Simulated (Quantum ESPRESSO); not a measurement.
# CdS (Hawleyite): equation of state with r2SCAN

Crystal: CdS (Hawleyite).

```
Cd S
1.0
     0.00000    2.91650    2.91650
     2.91650    0.00000    2.91650
     2.91650    2.91650    0.00000
Cd S
1 1
Direct
  0.00000 0.00000 0.00000
  0.75000 0.75000 0.75000
```

```yaml
Program: Quantum ESPRESSO 7.5
Task: equation of state
Functional: r2SCAN
Potentials_or_basis: SG15 PBE 1.2
Cutoff: 952 eV
Density_cutoff: 3810 eV
k_mesh: 6 × 6 × 6
Occupations: fermi-dirac, width 0.05 eV
Spin: no spin polarisation
Symmetry: off
Mixing_beta: 0.5
Most_SCF_iterations: 120
SCF_threshold: 1e-08 Ry
```

| Item | Value |
| --- | --- |
| Equilibrium volume | 25.36 Å³/atom |
| Bulk modulus | 61 GPa |
| Pressure derivative of the bulk modulus | 4.5 |

Energy against volume, from the lowest point:
| volume (Å³/atom) | energy (meV/atom) |
| --- | --- |
| 23.319 | 36.55 |
| 23.815 | 20.13 |
| 24.312 | 8.92 |
| 24.808 | 2.37 |
| 25.304 | 0.00 |
| 25.800 | 1.38 |
| 26.296 | 6.14 |

All runs of the series together: 17 min on 4 threads of Arm Neoverse V1, with other jobs on the host.

Caveat: the potentials were made for another functional, which shifts forces and pressure. Zero-point motion and thermal expansion aren't in these numbers.
